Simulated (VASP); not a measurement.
# Al (P6_3/mmc) in VASP: a series of runs

The runs below take Al through single point, with LDA.

Everything below comes from runs of VASP 6.6.1. Logs are shortened: lines on timing, memory, paths and dates and some standing lists are left out, and cuts for length are marked.

### Step 1. The crystal as given

The structure is hexagonal, space group P6_3/mmc (No. 194). Conventional cell: a = 2.872 Å, b = 2.872 Å, c = 4.659 Å, α = 90.00°, β = 90.00°, γ = 120.00°. Al (site symmetry -6m2) has 12 Al at 2.86 to 2.87 Å as nearest neighbours.

This isn't the form of Al at room conditions, which is fcc.

### Step 2. Single point, LDA (functional lda, volume scaled by 0.96)

INCAR

```
SYSTEM = Al
PREC     = Accurate       ! precision mode
ENCUT    = 520            ! plane-wave cutoff, eV
EDIFF    = 1E-7           ! SCF threshold, eV
ISMEAR   = -1             ! smearing method
SIGMA    = 0.03           ! smearing width, eV
LREAL    = .False.        ! projectors in reciprocal space
LASPH    = .True.         ! aspherical terms in the spheres
NELM     = 60             ! most SCF steps
ALGO     = Normal         ! electronic algorithm
ISIF     = 2              ! what is computed and relaxed
LWAVE    = .False.        ! write WAVECAR
LCHARG   = .False.        ! write CHGCAR
GGA      = CA             ! functional
NBANDS   = 10             ! bands
```

KPOINTS

```
regular mesh
0
Gamma
  18 18 10
  0 0 0
```

POSCAR

```
Al
1.0
    2.8329329771      0.0000000000      0.0000000000
   -1.4164664885      2.4533919254      0.0000000000
    0.0000000000      0.0000000000      4.5956719135
Al
2
Direct
    0.3333333333      0.6666666667      0.2500000000
    0.6666666667      0.3333333333      0.7500000000
```

Potentials or basis: VASP PAW LDA potentials, release 64 (Al).

Command:

```
$ cat potpaw_LDA.64/Al/POTCAR > POTCAR
$ mpirun -np 1 vasp_std > vasp.out
```

OUTCAR:

```text
SYSTEM = Al
   PREC = Accurate
   ENCUT = 520
   EDIFF = 1E-7
   ISMEAR = -1
   LREAL = .False.
   LASPH = .True.
   NELM = 60
   ISIF = 2
   GGA = CA

 ion  position               nearest neighbor table
   1  0.333  0.667  0.250-   2 2.82   2 2.82   2 2.82   2 2.82   2 2.82   2 2.82
   2  0.667  0.333  0.750-   1 2.82   1 2.82   1 2.82   1 2.82   1 2.82   1 2.82

  LATTYP: Found a hexagonal cell.
 ALAT       =     2.8329329771
 C/A-ratio  =     1.6222310766

  Lattice vectors:

 A1 = (   2.8329329771,   0.0000000000,   0.0000000000)
 A2 = (  -1.4164664885,   2.4533919254,   0.0000000000)
 A3 = (   0.0000000000,   0.0000000000,   4.5956719135)

Analysis of symmetry for initial positions (statically):
=====================================================================
 Subroutine PRICEL returns:
 Original cell was already a primitive cell.

 Routine SETGRP: Setting up the symmetry group for a
 hexagonal supercell.

 Subroutine GETGRP returns: Found 24 space group operations
 (whereof 12 operations were pure point group operations)
 out of a pool of 24 trial point group operations.

The static configuration has the point symmetry D_3d.
 The point group associated with its full space group is D_6h.

Analysis of symmetry for dynamics (positions and initial velocities):
=====================================================================
 Subroutine PRICEL returns:
 Original cell was already a primitive cell.

 Routine SETGRP: Setting up the symmetry group for a
 hexagonal supercell.

 Subroutine GETGRP returns: Found 24 space group operations
 (whereof 12 operations were pure point group operations)
 out of a pool of 24 trial point group operations.

The dynamic configuration has the point symmetry D_3d.
 The point group associated with its full space group is D_6h.

 Subroutine INISYM returns: Found 24 space group operations
 (whereof 12 operations are pure point group operations),
 and found     1 'primitive' translations

----------------------------------------------------------------------------------------

                                     Primitive cell

  volume of cell :      31.9413

  direct lattice vectors                    reciprocal lattice vectors
     2.832932977  0.000000000  0.000000000     0.352991055  0.203799481  0.000000000
    -1.416466489  2.453391925  0.000000000     0.000000000  0.407598961  0.000000000
     0.000000000  0.000000000  4.595671914     0.000000000  0.000000000  0.217596038

  length of vectors
     2.832932977  2.832932977  4.595671914     0.407598961  0.407598961  0.217596038

  position of ions in fractional coordinates (direct lattice)
     0.333333333  0.666666667  0.250000000
     0.666666667  0.333333333  0.750000000

  ion indices of the primitive-cell ions
   primitive index   ion index
                 1           1
                 2           2

----------------------------------------------------------------------------------------

 KPOINTS: regular mesh

Automatic generation of k-mesh.
 Grid dimensions read from file:
 generate k-points for:   18   18   10

 Generating k-lattice:

  Cartesian coordinates                     Fractional coordinates (reciprocal lattice)
     0.019610614  0.011322193  0.000000000     0.055555556  0.000000000  0.000000000
     0.000000000  0.022644387  0.000000000     0.000000000  0.055555556  0.000000000
     0.000000000  0.000000000  0.021759604     0.000000000  0.000000000  0.100000000

  Length of vectors
     0.022644387  0.022644387  0.021759604

  Shift w.r.t. Gamma in fractional coordinates (k-lattice)
     0.000000000  0.000000000  0.000000000

 Subroutine IBZKPT returns following result:
 ===========================================

 Found    222 irreducible k-points:

 Following reciprocal coordinates:
            Coordinates               Weight
  0.000000  0.000000  0.000000      1.000000
  0.055556  0.000000  0.000000      6.000000
  0.111111  0.000000  0.000000      6.000000
  0.166667  0.000000  0.000000      6.000000
  0.222222  0.000000  0.000000      6.000000
  0.277778  0.000000  0.000000      6.000000
[... 16 lines left out ...]
  0.333333  0.111111  0.000000     12.000000
  0.388889  0.111111  0.000000     12.000000
 [... further k-points ...]
   k-points           NKPTS =    222   k-points in BZ     NKDIM =    222   number of bands    NBANDS=     10
   number of dos      NEDOS =    301   number of ions     NIONS =      2
   total plane-waves  NPLWV =  20736
   dimension x,y,z NGX =    24 NGY =   24 NGZ =   36
   dimension x,y,z NGXF=    48 NGYF=   48 NGZF=   72
   ions per type =               2
   NGX,Y,Z   is equivalent  to a cutoff of  14.08, 14.08, 13.02 a.u.
   NGXF,Y,Z  is equivalent  to a cutoff of  28.17, 28.17, 26.05 a.u.
 SYSTEM =  Al
   PREC   = accura    normal or accurate (medium, high low for compatibility)
   ISTART =      0    job   : 0-new  1-cont  2-samecut
   ICHARG =      2    charge: 1-file 2-atom 10-const
   ISPIN  =      1    spin polarized calculation?
   LNONCOLLINEAR =      F non collinear calculations
   LSORBIT =      F    spin-orbit coupling
   LASPH  =      T    aspherical Exc in radial PAW
   ENCUT  =  520.0 eV  38.22 Ry    6.18 a.u.   5.27  5.27  8.54*2*pi/ulx,y,z
   NELM   =     60;   NELMIN=  2; NELMDL= -5     # of ELM steps
   EDIFF  = 0.1E-06   stopping-criterion for ELM
   LREAL  =      F    real-space projection
   EDIFFG = 0.1E-05   stopping-criterion for IOM
   NSW    =      0    number of steps for IOM
   IBRION =     -1    ionic relax: 0-MD 1-quasi-New 2-CG
   NFREE  =      0    steps in history (QN), initial steepest desc. (CG)
   ISIF   =      2    stress and relaxation
   ISYM   =      2    0-nonsym 1-usesym 2-fastsym
   POTIM  = 0.5000    time-step for ionic-motion
   TEBEG  =    0.0;   TEEND  =   0.0 temperature during run
   PSTRESS=    0.0 pullay stress
   NELECT =       6.0000    total number of electrons
   NUPDOWN=      -1.0000    fix difference up-down
   EMIN   =  10.00;   EMAX   =-10.00  energy-range for DOS
   EFERMI =   0.00;   METHOD = LEGACY
   ISMEAR =    -1;   SIGMA  =   0.03  broadening in eV -4-tet -1-fermi 0-gaus
   EFERMI_NEDOS =   21; number of points for ismear=-14 and -15
   IALGO  =     38    algorithm
   IMIX   =      4    mixing-type and parameters
     AMIX     =   0.40;   BMIX     =  1.00
     AMIX_MAG =   1.60;   BMIX_MAG =  1.00
  volume/ion in A,a.u.               =      15.97       107.78
  Fermi-wavevector in a.u.,A,eV,Ry     =   0.937579  1.771767 11.960259  0.879054
  Thomas-Fermi vector in A             =   2.064704
   LORBIT       =      0    0 simple, 1 ext, 2 COOP (PROOUT), +10 PAW based schemes
   GGA     = CA    functional components
   LHFCALC =     F    Hartree Fock is set to
   AEXX    =    0.0000 exact exchange contribution
   IVDW    =     0    specifies the selected vdW correction
   LEPSILON=     F    determine dielectric tensor
   LRPA    =     F    only Hartree local field effects (RPA)
 non-spin polarized calculation
  energy-cutoff  :      520.00
  volume of cell :       31.94
 maximum number of plane-waves:       874
 NGX is ok and might be reduce to    24
   NGX = 11   NGY = 11   NGZ = 17

 number of electron       6.0000000 magnetization

 Free energy of the ion-electron system (eV)
  ---------------------------------------------------
  ext. energy  EPLUGINS =         0.00000000
  ---------------------------------------------------
  free energy    TOTEN  =        -8.31158271 eV

  energy without entropy =       -8.30850556  energy(sigma->0) =       -8.31004414

 E-fermi :   8.1439     XC(G=0): -10.4663

 val. band max:        8.1430498977   @ k =   0.3333   0.3333   0.3000
 cond. band min:       8.1547696467   @ k =   0.2778   0.0000   0.2000
 fundamental gap:      0.0117197490
 Fermi energy:         8.1439460443

 k-point     1 :       0.0000    0.0000    0.0000
  band No.  band energies     occupation
      1      -3.1954      2.00000
      2       3.4941      2.00000
      3       3.7724      2.00000
      4      18.7404      0.00000
      5      18.7404      0.00000
      6      19.1610      0.00000
      7      19.1610      0.00000
      8      20.4569      0.00000
      9      22.3058      0.00000
     10      22.8558      0.00000

 k-point     2 :       0.0556    0.0000    0.0000
  band No.  band energies     occupation
      1      -3.1197      2.00000
      2       3.5639      2.00000
      3       3.8462      2.00000
      4      17.1989      0.00000
      5      17.8329      0.00000
      6      19.0587      0.00000
      7      20.1979      0.00000
      8      21.1270      0.00000
      9      22.5922      0.00000
     10      22.8217      0.00000

 k-point     3 :       0.1111    0.0000    0.0000
  band No.  band energies     occupation
      1      -2.8929      2.00000
      2       3.7736      2.00000
      3       4.0668      2.00000
      4      15.1271      0.00000
      5      16.8742      0.00000
      6      18.2910      0.00000
      7      20.9547      0.00000
      8      21.0689      0.00000
      9      21.5309      0.00000
     10      22.2327      0.00000

 k-point     4 :       0.1667    0.0000    0.0000
  band No.  band energies     occupation
      1      -2.5159      2.00000
      2       4.1230      2.00000
      3       4.4312      2.00000
      4      13.0647      0.00000
      5      16.0401      0.00000
      6      17.3819      0.00000
      7      19.1338      0.00000
      8      19.4709      0.00000
      9      21.7205      0.00000
     10      22.2035      0.00000

 k-point     5 :       0.2222    0.0000    0.0000
  band No.  band energies     occupation
      1      -1.9898      2.00000
      2       4.6121      2.00000
      3       4.9328      2.00000
      4      11.0912      0.00000
      5      15.3347      0.00000
      6      16.3612      0.00000
      7      17.2052      0.00000
      8      18.0570      0.00000
      9      21.1106      0.00000
     10      21.4352      0.00000

 k-point     6 :       0.2778    0.0000    0.0000
  band No.  band energies     occupation
      1      -1.3164      2.00000
      2       5.2406      2.00000
      3       5.5522      2.00000
      4       9.2473      0.00000
      5      14.7584      0.00000
      6      15.1264      0.00000
      7      15.3631      0.00000
      8      17.0006      0.00000
      9      20.6060      0.00000
     10      20.8095      0.00000
[... 183 lines left out ...]
 k-point    21 :       0.2222    0.1111    0.0000
  band No.  band energies     occupation
      1      -1.0927      2.00000
      2       5.4500      2.00000
      3       5.7585      2.00000
      4       9.4508      0.00000
      5      11.8663      0.00000
      6      15.4976      0.00000
      7      15.9697      0.00000
      8      18.3342      0.00000
      9      18.3816      0.00000
     10      19.5081      0.00000

 k-point    22 :       0.2778    0.1111    0.0000
  band No.  band energies     occupation
      1      -0.2759      2.00000
      2       6.2162      2.00000
      3       6.3571      2.00000
      4       7.8752      1.99974
      5      11.3524      0.00000
      6      13.8117      0.00000
      7      14.4206      0.00000
      8      17.7916      0.00000
      9      17.9589      0.00000
     10      19.0798      0.00000

 k-point    23 :       0.3333    0.1111    0.0000
  band No.  band energies     occupation
      1       0.6825      2.00000
      2       5.7583      2.00000
      3       7.1165      2.00000
      4       7.7409      2.00000
      5      10.9240      0.00000
      6      12.2367      0.00000
      7      13.0247      0.00000
      8      17.4148      0.00000
      9      17.6543      0.00000
     10      18.7638      0.00000

 k-point    24 :       0.3889    0.1111    0.0000
  band No.  band energies     occupation
      1       1.7779      2.00000
      2       4.3620      2.00000
      3       8.1320      1.19631
      4       8.6288      0.00000
      5      10.4409      0.00000
      6      10.8114      0.00000
      7      11.9580      0.00000
      8      17.1913      0.00000
      9      17.4703      0.00000
     10      18.5710      0.00000

 [... further k-points ...]

------------------------ aborting loop because EDIFF is reached ----------------------------------------

  FORCE on cell =-STRESS in cart. coord.  units (eV):
  Direction    XX          YY          ZZ          XY          YZ          ZX
  --------------------------------------------------------------------------------------
  -------------------------------------------------------------------------------------
  Total       -0.0224851     -0.0224851     -0.0164729     -0.0000000     -0.0000000      0.0000000
  in kB       -1.1278558     -1.1278558     -0.8262813     -0.0000000     -0.0000000      0.0000000
  external PRESSURE =      -1.0273310 kB  Pullay stress =       0.0000000 kB

 VOLUME and BASIS-vectors are now :
 -----------------------------------------------------------------------------
  energy-cutoff  :      520.00
  volume of cell :       31.94
      direct lattice vectors                 reciprocal lattice vectors
     2.832932977  0.000000000  0.000000000     0.352991055  0.203799481  0.000000000
    -1.416466489  2.453391925  0.000000000     0.000000000  0.407598961  0.000000000
     0.000000000  0.000000000  4.595671914     0.000000000  0.000000000  0.217596038

 POSITION                                       TOTAL-FORCE (eV/Angst)
 -----------------------------------------------------------------------------------
     -0.00000      1.63559      1.14892        -0.000000      0.000000      0.000000
      1.41647      0.81780      3.44675         0.000000     -0.000000      0.000000
 -----------------------------------------------------------------------------------
    total drift:                               -0.000000      0.000000     -0.000000

  FREE ENERGIE OF THE ION-ELECTRON SYSTEM (eV)
  ---------------------------------------------------
  free  energy   TOTEN  =        -8.3115827084 eV

  energy  without entropy=       -8.3085055619  energy(sigma->0) =       -8.31004414
```

Wall time 19 s (1 thread of Intel Xeon 6975P-C (Granite Rapids), shared host); peak memory 0.16 GiB.

Results:

| Property | Result |
| --- | --- |
| Free energy | -8.3116 eV |
| Pressure | -0.1 GPa |
| Band gap on the k mesh | none (metal or under the smearing width) |

Levels at points of the mesh, in eV from the Fermi level:
| k point | band 1 | band 2 | band 3 | band 4 | band 5 | band 6 | band 7 |
| --- | --- | --- | --- | --- | --- | --- | --- |
| (0.00, 0.00, 0.00) | -11.34 | -4.65 | -4.37 | 10.60 | 10.60 | 11.02 | 11.02 |
| (0.50, 0.00, 0.00) | -5.45 | -5.25 | 0.60 | 1.21 | 1.51 | 1.84 | 5.59 |
| (0.00, 0.00, 0.50) | -9.60 | -9.60 | 3.61 | 3.61 | 11.86 | 11.86 | 11.86 |
| (0.50, 0.00, 0.50) | -4.01 | -4.01 | -3.29 | -3.29 | 7.07 | 7.07 | 7.67 |

[end of part 1 of 2]
